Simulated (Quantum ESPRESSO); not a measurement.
**GaP (F-43m): zone-centre phonons**

Aim: the zone-centre modes of GaP (F-43m).

Method: DFT LDA, scalar-relativistic, plane waves, PseudoDojo norm-conserving pseudopotentials, in Quantum ESPRESSO 7.5.

**Measured values to reproduce.**

For GaP, zinc blende (literature value (Ref. 21), 300 K), “Temperature dependence of the optical phonon reflection band in GaP” (2021, arxiv:2105.06662) quotes earlier work: Raman mode (TO at Gamma) 367.3 cm⁻¹; infrared mode (TO at Gamma) 366.3 ± 0.3 cm⁻¹.

Most raw output is cut from this account.

### 1. The structure

It takes space group F-43m (No. 216, cubic). Conventional cell: a = 5.451 Å, b = 5.451 Å, c = 5.451 Å, α = 90.00°, β = 90.00°, γ = 90.00°. Nearest to Ga lie 4 P at 2.36 Å. P has 4 Ga at 2.36 Å nearest. Farther neighbours are not listed.

### 2. A first look

A cheap run with smearing and empty bands tells whether the crystal has a gap, which decides between fixed occupations and smearing later on.

The input, probe.in:

```
&CONTROL
  calculation = 'scf'
  prefix      = 'x'
  outdir      = './tmp'
  pseudo_dir  = './pseudo'
  tprnfor     = .true.
  tstress     = .true.
  verbosity   = 'high'
/
&SYSTEM
  ibrav       = 0
  nat         = 2
  ntyp        = 2
  ecutwfc     = 80.0
  occupations = 'smearing'
  smearing    = 'gaussian'
  degauss     = 0.01
/
&ELECTRONS
  conv_thr         = 1.0d-07
  mixing_beta      = 0.7
  electron_maxstep = 100
/
ATOMIC_SPECIES
 Ga     69.7230  Ga.upf
 P      30.9738  P.upf
CELL_PARAMETERS angstrom
     0.000000000    2.725250000    2.725250000
     2.725250000    0.000000000    2.725250000
     2.725250000    2.725250000    0.000000000
ATOMIC_POSITIONS crystal
 Ga     0.000000000   0.000000000   0.000000000
 P      0.250000000   0.250000000   0.250000000
K_POINTS automatic
 6 6 6 0 0 0
```

The run is started by

```
$ OMP_NUM_THREADS=1 mpirun -n 4 pw.x -nk 4 -in probe.in > probe.out
```

Elapsed: 6.5 s, on 4 MPI ranks of AMD EPYC (Zen 3), shared host; 25 s of CPU time.

Read from the output:

```yaml
volume_per_atom: 20.24 Å³
pressure: -2.911 GPa
gap_on_the_k_mesh: 1.498 eV
```

A gap of 1.5 eV opens on this mesh, so the crystal is taken as an insulator; the start stands at -2.9 GPa.

### 3. Relaxing the cell and atoms

The relaxation runs at a cutoff a fifth above that of the response, since stress converges more slowly with the basis than frequencies do. Forces and stress are brought to rest with tight thresholds.

The input, relax.in:

```
&CONTROL
  calculation   = 'vc-relax'
  prefix        = 'x'
  outdir        = './tmp'
  pseudo_dir    = './pseudo'
  tprnfor       = .true.
  tstress       = .true.
  forc_conv_thr = 2.0d-05
  etot_conv_thr = 1.0d-07
  nstep         = 40
/
&SYSTEM
  ibrav       = 0
  nat         = 2
  ntyp        = 2
  ecutwfc     = 96
  occupations = 'fixed'
  nbnd        = 11
/
&ELECTRONS
  conv_thr         = 1.0d-11
  mixing_beta      = 0.7
  electron_maxstep = 100
/
&IONS
/
&CELL
  press_conv_thr = 0.2
/
ATOMIC_SPECIES
 Ga     69.7230  Ga.upf
 P      30.9738  P.upf
CELL_PARAMETERS angstrom
     0.000000000    2.725250000    2.725250000
     2.725250000    0.000000000    2.725250000
     2.725250000    2.725250000    0.000000000
ATOMIC_POSITIONS crystal
 Ga     0.000000000   0.000000000   0.000000000
 P      0.250000000   0.250000000   0.250000000
K_POINTS automatic
 8 8 8 0 0 0
```

The run is started by

```
$ OMP_NUM_THREADS=1 mpirun -n 4 pw.x -nk 4 -in relax.in > relax.out
```

It took 77 s on 4 MPI ranks.

Step by step:

```csv
step,energy less that of the first step (eV),largest force (eV/Å),pressure (GPa),volume (Å³)
1,0.0000,0.0000,-2.91,40.48
2,-0.0087,0.0000,-1.73,39.88
3,-0.0130,0.0000,0.12,39.04
4,-0.0130,0.0000,0.00,39.09
5,-0.0130,0.0000,0.00,39.09
6,-0.0130,0.0000,0.00,39.09
```

```csv
"conventional cell, symmetrised",before,after,change
a (Å),5.451,5.387,-1.2 %
b (Å),5.451,5.387,-1.2 %
c (Å),5.451,5.387,-1.2 %
volume (Å³/atom),20.24,19.55,-3.4 %
```

Final coordinates:

```
CELL_PARAMETERS angstrom
0.00000 2.69373 2.69373
2.69373 0.00000 2.69373
2.69373 2.69373 0.00000
ATOMIC_POSITIONS crystal
Ga 0.00000 0.00000 0.00000
P 0.25000 0.25000 0.25000
```

The last row of the table of steps is pw.x's closing run on a basis chosen anew for the final cell, so its energy can jump.

Read from the output:

| Quantity | Value |
| --- | --- |
| volume per atom | 19.55 Å³ |
| pressure | -0.002 GPa |
| gap on the k-mesh | 1.438 eV |

The volume changes by -3.4 % from the cell with which this run began.

### 4. Self-consistent run for the response

The response is built on this ground state, so it is converged far tighter than an energy would need. With a gap, occupations are fixed, which also allows the response to an electric field.

The input, scf.in:

```
&CONTROL
  calculation = 'scf'
  prefix      = 'x'
  outdir      = './tmp'
  pseudo_dir  = './pseudo'
  tprnfor     = .true.
  tstress     = .true.
/
&SYSTEM
  ibrav       = 0
  nat         = 2
  ntyp        = 2
  ecutwfc     = 80.0
  occupations = 'fixed'
  nbnd        = 11
/
&ELECTRONS
  conv_thr         = 1.0d-12
  mixing_beta      = 0.7
  electron_maxstep = 100
/
ATOMIC_SPECIES
 Ga     69.7230  Ga.upf
 P      30.9738  P.upf
CELL_PARAMETERS angstrom
     0.000000000    2.693731027    2.693731027
     2.693731027    0.000000000    2.693731027
     2.693731027    2.693731027    0.000000000
ATOMIC_POSITIONS crystal
 Ga     0.000000000   0.000000000   0.000000000
 P      0.250000000   0.250000000   0.250000000
K_POINTS automatic
 8 8 8 0 0 0
```

The run is started by

```
$ OMP_NUM_THREADS=1 mpirun -n 4 pw.x -nk 4 -in scf.in > scf.out
```

It took 17 s on 4 MPI ranks.

This step gave:

```yaml
pressure: -0.02900 GPa
```

The cell stands at -0.029 GPa, close enough for phonons.

### 5. Zone-centre response

At q = 0 one unit cell holds all displacements; symmetry groups them into irreducible representations that are solved one by one. The response to a field gives ε∞ and the Born charges, which polar modes need.

The input, ph.in:

```
phonons
&INPUTPH
  prefix = 'x'
  outdir = './tmp'
  fildyn = 'g.dyn'
  tr2_ph = 1.0d-18
  epsil  = .true.
/
0.000000000000 0.000000000000 0.000000000000
```

The run is started by

```
$ OMP_NUM_THREADS=1 mpirun -n 4 ph.x -nk 4 -in ph.in > ph.out
```

Wall time 5.8 min (4 MPI ranks).

Read from the output:

| Property | Result |
| --- | --- |
| miss of the charge sum rule | 0.1196 e |
| largest acoustic frequency at the zone centre before the sum rule | 1.65 cm⁻¹ |
| highest optical zone-centre mode (no LO-TO term) | 365.2 cm⁻¹ |
| lowest optical zone-centre mode | 365.2 cm⁻¹ |
| mean high-frequency dielectric constant | 11.59 |
| largest Born charge in size (third of the trace) | 2.161 e |

Born charge (rows field, columns displacement), before the sum rule (e), principal values of the symmetric part by kind of site:

```csv
atom,atoms with these values,low,middle,high,mean
Ga1,1,2.04,2.04,2.04,2.04
P2,1,-2.16,-2.16,-2.16,-2.16
```

In full for Ga1:

```
2.04 0.00 0.00
0.00 2.04 0.00
0.00 0.00 2.04
```

High-frequency dielectric tensor:

```
11.59  0.00  0.00
 0.00 11.59  0.00
 0.00  0.00 11.59
```

The acoustic modes at Γ come out as far as 1.6 cm⁻¹ from zero, where they should vanish, a small numerical error; the Born charges miss their sum rule by 0.12 e, too much: mesh or cutoff is short for the field response.

### 6. Modes with the sum rule

A rigid shift of the crystal must cost nothing, but grids and finite bases break this; the acoustic sum rule is imposed before the matrix is diagonalised again. With Born charges the intensities follow, and the static dielectric tensor.

The input, dynmat.in:

```
&INPUT
  fildyn = 'g.dyn'
  asr    = 'simple'
  fileig = 'dynmat.eig'
  lperm  = .true.
/
```

The run is started by

```
$ dynmat.x -in dynmat.in > dynmat.out
```

The job ended after 0.88 s (1 thread).

Numbers from this step:

```
mean static dielectric constant : 13.53
```

Unit eigenvectors of the mass-weighted matrix after the sum rule; no LO-TO term. The modes at Γ (shares of kinetic energy by element, %):

```csv
mode,frequency (cm⁻¹),symmetry,Ga %,P %
1,0.0,acoustic,69,31
2,0.0,acoustic,69,31
3,0.0,acoustic,69,31
4,365.2,T2,31,69
5,365.2,T2,31,69
6,365.2,T2,31,69
```

Displacements in mode 5 (365.2 cm⁻¹), the largest set to 1:
```
Ga1  0.00  0.00 -0.44
P2   0.00  0.00  1.00
```

Degenerate modes summed, no LO-TO term. Lines of the infrared spectrum (strongest = 100):

```csv
position (cm⁻¹),lines merged,label,"IR intensity, relative"
365,3,T2,100
```

Static dielectric tensor (ions relaxed, fixed cell):

```
13.53  0.00  0.00
 0.00 13.53  0.00
 0.00  0.00 13.53
```

The rule moves no optical mode by more than 0.1 cm⁻¹.

### 7. Modes along a direction of q (1 0 0)

A longitudinal polar mode sets up a macroscopic field that stiffens it; the term hangs on the direction from which q goes to zero.

The input, dynmat.in:

```
&INPUT
  fildyn = 'g.dyn'
  asr    = 'simple'
  fileig = 'dynmat.eig'
  q(1)   = 1.0
  q(2)   = 0.0
  q(3)   = 0.0
/
```

The run is started by

```
$ dynmat.x -in dynmat.in > dynmat.out
```

The job ended after 1 s (1 thread).

This step gave:

```yaml
highest_mode_moved_by_the_lo_to_term: 394.7 cm⁻¹
```

Zone-centre frequencies as printed; negative means imaginary. Modes:

```csv
mode,frequency (cm⁻¹)
1,0
2,0
3,0
4,365.2
5,365.2
6,394.7
```

The field moves one mode, from 365 to 395 cm⁻¹; the others stay.

### 8. What came out

```
space group after relaxation                                                            : F-43m
volume per atom                                                                         : 19.5 Å³
gap on the k-mesh                                                                       : 1.44 eV
highest optical zone-centre mode (no LO-TO term)                                        : 365.2 cm⁻¹
highest mode moved by the LO-TO term (probably not converged in the k mesh)             : 394.7 cm⁻¹
mean high-frequency dielectric constant (probably not converged in the k mesh)          : 11.6
largest Born charge in size (third of the trace) (probably not converged in the k mesh) : 2.16 e
mean static dielectric constant (probably not converged in the k mesh)                  : 13.5
imaginary optical modes at the zone centre (no q mesh in this session)                  : none
```

In words: At the LDA level the optical modes of GaP (F-43m) at the zone centre (no LO-TO term) lie at 365 cm⁻¹. Along the directions run, the highest mode that the macroscopic field moves lies at 395 cm⁻¹. Lattice motion raises the mean dielectric constant from 11.59 to 13.53. The Born charges miss their sum rule by 0.12 e, a sign that the k mesh or the cutoff is short for the field response. ε∞, the Born charges and what follows from them are probably not converged in the k mesh. The Lyddane-Sachs-Teller relation holds: (ωLO/ωTO)² is 1.17 and ε₀/ε∞ is 1.17. Left out of this account: PBE with PseudoDojo NC, since it is gradient-corrected and no frozen-mode check or second program bears its response out; PBEsol with PseudoDojo NC, since it is gradient-corrected and no frozen-mode check or second program bears its response out. What is said of the levels holds for those shown. These are harmonic frequencies at zero temperature: anharmonic shifts and linewidths and thermal expansion are left out.

Comparison with the measured values:

| quantity | measured | LDA PseudoDojo norm-conserving, Quantum ESPRESSO |
| --- | --- | --- |
| Raman mode, TO at Gamma (cm⁻¹) | 367.3 | 365 (-0.6 %) |
| infrared mode, TO at Gamma (cm⁻¹) | 366.3 | 365 (-0.3 %) |

Measured values from arxiv:2105.06662 (2021).

**Verdict.** The Raman mode is off by -0.6 %: good agreement. The infrared mode is off by -0.3 %: good agreement. The grades are ours: good and fair within 3 and 7 % for the Raman mode and 3 and 7 % for the infrared mode. For Raman mode and infrared mode the calculation has a static lattice, without zero-point motion or thermal expansion (measured at up to 300 K). Limits of convergence are named above.

[Host names and launcher messages were left out of these logs when they were recorded.]

[Logs are printed without paths, hosts, clocks, repeated set-up lines and the standing remarks that a program may print on its own settings, such as how far it seeks lower states.]

[Hosts, paths, dates, database ids (printed as entryN), source tags and the programs' standing remarks are cut or masked in the printed files.]
